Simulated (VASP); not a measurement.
Crystal: BeSe.

```
CELL_PARAMETERS angstrom
0.00000 2.58104 2.58104
2.58104 0.00000 2.58104
2.58104 2.58104 0.00000
ATOMIC_POSITIONS crystal
Be 0.00000 0.00000 0.00000
Se 0.25000 0.25000 0.25000
```

The cell was built by a generator and needn't be a form met in nature.

Base run:

```yaml
Program: VASP 6.6.1
Functional: r2SCAN
Potentials_or_basis: VASP PAW PBE potentials, release 64 (Be, Se)
Cutoff: 520 eV
k_mesh: 6 × 6 × 6
Occupations: gaussian, width 0.01 eV
Spin: no spin polarisation
```

Its results: band gap on the k mesh 3.12 eV, indirect (least direct gap 5.04 eV); pressure 0.3 GPa.

**Question.** The run is repeated on the same cell with these changes: functional from r2SCAN to PBE-based screened hybrid; k mesh from 6 × 6 × 6 to 4 × 4 × 4. What comes out?

**Answer.** Band gap on the k mesh 4.03 eV, indirect (least direct gap 6.14 eV); pressure -1.7 GPa.

Several settings changed at once, so the effect can't be laid on one alone.

Caveats: some runs use coarse meshes; the PAW data sets were made with another functional, which shifts forces and pressure a little.

A k mesh can miss the band edges.
